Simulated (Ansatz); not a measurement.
Reactions of C$_{7}$H$_{16}$, SMILES `CCC(C)(C)CC`.

Gas-phase electronic energies from Ansatz, PBE0-D4/def2-TZVP geometries. CCSD(T)/CBS is the MP2 limit (def2-TZVPP, def2-QZVPP) plus CCSD(T) − MP2 in def2-TZVPP, frozen cores. This one scheme is used for every species. Triplets are unrestricted, without spin–orbit coupling. Each species was taken in one conformer, which may not be the lowest.

Question: Order these by ΔE at CCSD(T)/CBS, lowest first. (Best estimate.)
A. `CCC(C)(C)CC` + `[SiH3]NP` → `CCN([SiH3])P` + `CCC(C)C`
B. `CCC(C)(C)CC` + `O[Si](O)(O)S` → `CCS[Si](O)(O)O` + `CCC(C)C`
C. `CCC(C)(C)CC` + `CC` → `CCCC(C)(C)CC` + CH₄
D. `CCC(C)(C)CC` → `CCC(C)CC` + `[CH2]` (triplet)
E. `CCC(C)(C)CC` + `CB(O)F` → `CCOB(C)F` + `CCC(C)C`
F. `CCC(C)(C)CC` + `CC(=O)O` → `CCC(C)(C)OC(C)=O` + `CC`

Answer: C (-9.6 kJ/mol), B (+12.2 kJ/mol), F (+22.6 kJ/mol), A (+31.3 kJ/mol), E (+46.3 kJ/mol), D (+445.3 kJ/mol).

Largest T1 diagnostic: 0.015, for `CC(=O)O`.
